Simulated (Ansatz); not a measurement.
# NiO (Fm-3m) in Ansatz: further runs, part 2 of 2

Ansatz 0.2.0. The steps go on from the part before.

### 3 Single point, r2SCAN, collinear spin, ferromagnetic start, 8.53 Å³/atom (volume scaled by 0.94)

Contents of input.yaml:

```yaml
crystal:
  lattice:
    - [0.0, 2.0433202721, 2.0433202721]
    - [2.0433202721, 0.0, 2.0433202721]
    - [2.0433202721, 2.0433202721, 0.0]
  atoms:
    - { symbol: Ni, position: [0.0, 0.0, 0.0], spin: 1.0 }
    - { symbol: O, position: [0.5, 0.5, 0.5] }
hamiltonian:
  xc: r2scan
  pseudopotentials: { kind: paw }
magnetization:
  spin_polarized: true
kpoints:
  mp_grid: { grid: [11, 11, 11] }
scf:
  occupations: { method: fermi_dirac, width: 0.05 }
output:
  forces: true
  stress: true
  eigenvalues: true
  write_density: true
  write_potential: true
  elf: true
  volumetric_format: npy
```

Potentials or basis: Ansatz PAW.

Run with:

```sh
$ ansatz run input.yaml --threads 2 --pin off --max-ram 5632MiB --backend cpu --events-out ev --progress --plain --runs-dir out
```

Run time: 6.2 s. Hardware: 2 threads of Arm Neoverse V1, shared host; peak memory 0.37 GiB.

The run converged. Its results:

```yaml
Free_energy: -6413.3681 eV
Pressure: 18.7 GPa
Band_gap_on_the_k_mesh: 0.59 eV, indirect (least direct gap 1.68 eV)
Net_moment: 2.00 μB per cell
Absolute_moment: 2.01 μB per cell
Site_moments: Ni +1.66; O +0.29 μB
```

Caveat: the magnetic or orbital state may not be the lowest; odd divisions of the mesh miss points on the zone boundary, where band edges often lie, so the gap on the mesh can be too wide; the pressure holds a Pulay correction of +0.3 GPa for the finite cutoff; a cell with one magnetic atom can't hold antiferromagnetic order, which such compounds often take; the PAW data sets come from PBE, with cores solved anew for the run's functional, which leaves a small shift of forces and pressure.

### 4 Single point, r2SCAN, collinear spin, ferromagnetic start, 8.71 Å³/atom (volume scaled by 0.96)

input.yaml: that of step 3 with these lines changed.

```diff
@@ -2,5 +2,5 @@
   lattice:
-    - [0.0, 2.0433202721, 2.0433202721]
-    - [2.0433202721, 0.0, 2.0433202721]
-    - [2.0433202721, 2.0433202721, 0.0]
+    - [0.0, 2.0577103256, 2.0577103256]
+    - [2.0577103256, 0.0, 2.0577103256]
+    - [2.0577103256, 2.0577103256, 0.0]
   atoms:
```

Run with:

```sh
$ ansatz run input.yaml --threads 2 --pin off --max-ram 5632MiB --backend cpu --events-out ev --progress --plain --runs-dir out
```

Wall time 6.4 s (2 threads of Arm Neoverse V1, shared host); peak memory 0.37 GiB.

It converged, with:

```yaml
Free_energy: -6413.4038 eV
Pressure: 12.8 GPa
Band_gap_on_the_k_mesh: 0.67 eV, indirect (least direct gap 1.71 eV)
Net_moment: 2.00 μB per cell
Absolute_moment: 2.01 μB per cell
Site_moments: Ni +1.66; O +0.29 μB
```

Caveat: the magnetic or orbital state may not be the lowest; odd divisions of the mesh miss points on the zone boundary, where band edges often lie, so the gap on the mesh can be too wide; a cell with one magnetic atom can't hold antiferromagnetic order, which such compounds often take; the PAW data sets come from PBE, with cores solved anew for the run's functional, which leaves a small shift of forces and pressure.

### 5 Single point, r2SCAN, collinear spin, ferromagnetic start, 8.89 Å³/atom (volume scaled by 0.98)

input.yaml: that of step 4 with these lines changed.

```diff
@@ -2,5 +2,5 @@
   lattice:
-    - [0.0, 2.0577103256, 2.0577103256]
-    - [2.0577103256, 0.0, 2.0577103256]
-    - [2.0577103256, 2.0577103256, 0.0]
+    - [0.0, 2.0719018797, 2.0719018797]
+    - [2.0719018797, 0.0, 2.0719018797]
+    - [2.0719018797, 2.0719018797, 0.0]
   atoms:
@@ -21,5 +21 @@
   eigenvalues: true
-  write_density: true
-  write_potential: true
-  elf: true
-  volumetric_format: npy
```

Run with:

```sh
$ ansatz run input.yaml --threads 2 --pin off --max-ram 5632MiB --backend cpu --events-out ev --progress --plain --runs-dir out
```

Run time: 5.5 s. Hardware: 2 threads of Arm Neoverse V1, shared host; peak memory 0.37 GiB.

Results (log left out):

| Item | Value |
| --- | --- |
| Free energy | -6413.4266 eV |
| Pressure | 7.5 GPa |
| Band gap on the k mesh | 0.75 eV, indirect (least direct gap 1.75 eV) |
| Net moment | 2.00 μB per cell |
| Absolute moment | 2.01 μB per cell |
| Site moments | Ni +1.66; O +0.29 μB |

Caveat: the magnetic or orbital state may not be the lowest; odd divisions of the mesh miss points on the zone boundary, where band edges often lie, so the gap on the mesh can be too wide; a cell with one magnetic atom can't hold antiferromagnetic order, which such compounds often take; the PAW data sets come from PBE, with cores solved anew for the run's functional, which leaves a small shift of forces and pressure.

### 6 Single point, r2SCAN, collinear spin, ferromagnetic start, 9.08 Å³/atom

input.yaml: that of step 5 with these lines changed.

```diff
@@ -2,5 +2,5 @@
   lattice:
-    - [0.0, 2.0719018797, 2.0719018797]
-    - [2.0719018797, 0.0, 2.0719018797]
-    - [2.0719018797, 2.0719018797, 0.0]
+    - [0.0, 2.0859016414, 2.0859016414]
+    - [2.0859016414, 0.0, 2.0859016414]
+    - [2.0859016414, 2.0859016414, 0.0]
   atoms:
```

Potentials or basis: Ansatz PAW.

Run with:

```sh
$ ansatz run input.yaml --threads 2 --pin off --max-ram 5632MiB --backend cpu --events-out ev --progress --plain --runs-dir out
```

It took 5.6 s on 2 threads of Arm Neoverse V1, shared host; peak memory 0.37 GiB.

The run converged. Its results:

```
Free energy            : -6413.4380 eV
Pressure               : 2.7 GPa
Band gap on the k mesh : 0.82 eV, indirect (least direct gap 1.77 eV)
Net moment             : 2.00 μB per cell
Absolute moment        : 2.02 μB per cell
Site moments           : Ni +1.67; O +0.29 μB
```

Caveat: the magnetic or orbital state may not be the lowest; odd divisions of the mesh miss points on the zone boundary, where band edges often lie, so the gap on the mesh can be too wide; a cell with one magnetic atom can't hold antiferromagnetic order, which such compounds often take; the PAW data sets come from PBE, with cores solved anew for the run's functional, which leaves a small shift of forces and pressure.

### 7 Single point, r2SCAN, collinear spin, ferromagnetic start, 9.26 Å³/atom (volume scaled by 1.02)

input.yaml: that of step 6 with these lines changed.

```diff
@@ -2,5 +2,5 @@
   lattice:
-    - [0.0, 2.0859016414, 2.0859016414]
-    - [2.0859016414, 0.0, 2.0859016414]
-    - [2.0859016414, 2.0859016414, 0.0]
+    - [0.0, 2.0997159621, 2.0997159621]
+    - [2.0997159621, 0.0, 2.0997159621]
+    - [2.0997159621, 2.0997159621, 0.0]
   atoms:
```

Run with:

```sh
$ ansatz run input.yaml --threads 2 --pin off --max-ram 5632MiB --backend cpu --events-out ev --progress --plain --runs-dir out
```

Wall time 5.8 s (2 threads of Arm Neoverse V1, shared host); peak memory 0.37 GiB.

Results (log left out):

```yaml
Free_energy: -6413.4391 eV
Pressure: -1.6 GPa
Band_gap_on_the_k_mesh: 0.89 eV, indirect (least direct gap 1.80 eV)
Net_moment: 2.00 μB per cell
Absolute_moment: 2.02 μB per cell
Site_moments: Ni +1.67; O +0.28 μB
```

Caveat: the magnetic or orbital state may not be the lowest; odd divisions of the mesh miss points on the zone boundary, where band edges often lie, so the gap on the mesh can be too wide; a cell with one magnetic atom can't hold antiferromagnetic order, which such compounds often take; the PAW data sets come from PBE, with cores solved anew for the run's functional, which leaves a small shift of forces and pressure.

### 8 Single point, r2SCAN, collinear spin, ferromagnetic start, 9.44 Å³/atom (volume scaled by 1.04)

input.yaml: that of step 7 with these lines changed.

```diff
@@ -2,5 +2,5 @@
   lattice:
-    - [0.0, 2.0997159621, 2.0997159621]
-    - [2.0997159621, 0.0, 2.0997159621]
-    - [2.0997159621, 2.0997159621, 0.0]
+    - [0.0, 2.1133508634, 2.1133508634]
+    - [2.1133508634, 0.0, 2.1133508634]
+    - [2.1133508634, 2.1133508634, 0.0]
   atoms:
```

Run with:

```sh
$ ansatz run input.yaml --threads 2 --pin off --max-ram 5632MiB --backend cpu --events-out ev --progress --plain --runs-dir out
```

Wall time 5.8 s (2 threads of Arm Neoverse V1, shared host); peak memory 0.37 GiB.

Results (log left out):

* Free energy: -6413.4309 eV
* Pressure: -5.5 GPa
* Band gap on the k mesh: 0.95 eV, indirect (least direct gap 1.82 eV)
* Net moment: 2.00 μB per cell
* Absolute moment: 2.02 μB per cell
* Site moments: Ni +1.67; O +0.28 μB

Caveat: the magnetic or orbital state may not be the lowest; odd divisions of the mesh miss points on the zone boundary, where band edges often lie, so the gap on the mesh can be too wide; a cell with one magnetic atom can't hold antiferromagnetic order, which such compounds often take; the PAW data sets come from PBE, with cores solved anew for the run's functional, which leaves a small shift of forces and pressure.

### 9 Single point, r2SCAN, collinear spin, ferromagnetic start, 9.62 Å³/atom (volume scaled by 1.06)

input.yaml: that of step 8 with these lines changed.

```diff
@@ -2,5 +2,5 @@
   lattice:
-    - [0.0, 2.1133508634, 2.1133508634]
-    - [2.1133508634, 0.0, 2.1133508634]
-    - [2.1133508634, 2.1133508634, 0.0]
+    - [0.0, 2.1268120599, 2.1268120599]
+    - [2.1268120599, 0.0, 2.1268120599]
+    - [2.1268120599, 2.1268120599, 0.0]
   atoms:
```

Potentials or basis: Ansatz PAW.

Run with:

```sh
$ ansatz run input.yaml --threads 2 --pin off --max-ram 5632MiB --backend cpu --events-out ev --progress --plain --runs-dir out
```

It took 5.9 s on 2 threads of Arm Neoverse V1, shared host; peak memory 0.38 GiB.

It converged, with:

- Free energy: -6413.4145 eV
- Pressure: -9.0 GPa
- Band gap on the k mesh: 1.00 eV, indirect (least direct gap 1.84 eV)
- Net moment: 2.00 μB per cell
- Absolute moment: 2.02 μB per cell
- Site moments: Ni +1.68; O +0.28 μB

Caveat: the magnetic or orbital state may not be the lowest; odd divisions of the mesh miss points on the zone boundary, where band edges often lie, so the gap on the mesh can be too wide; a cell with one magnetic atom can't hold antiferromagnetic order, which such compounds often take; the PAW data sets come from PBE, with cores solved anew for the run's functional, which leaves a small shift of forces and pressure.

### 10 Equation of state, r2SCAN, collinear spin, ferromagnetic start

Potentials or basis: Ansatz PAW.

No new run: the results of the series are fitted here.

Results:

```
Equilibrium volume                      : 9.19 Å³/atom
Bulk modulus                            : 215 GPa
Pressure derivative of the bulk modulus : 4.5
```

Energy against volume, from the lowest point:
| volume (Å³/atom) | energy (meV/atom) |
| --- | --- |
| 8.531 | 35.49 |
| 8.713 | 17.65 |
| 8.894 | 6.25 |
| 9.076 | 0.55 |
| 9.257 | 0.00 |
| 9.439 | 4.11 |
| 9.620 | 12.30 |

Caveat: the magnetic or orbital state may not be the lowest; the PAW data sets were made with another functional, which shifts forces and pressure a little.
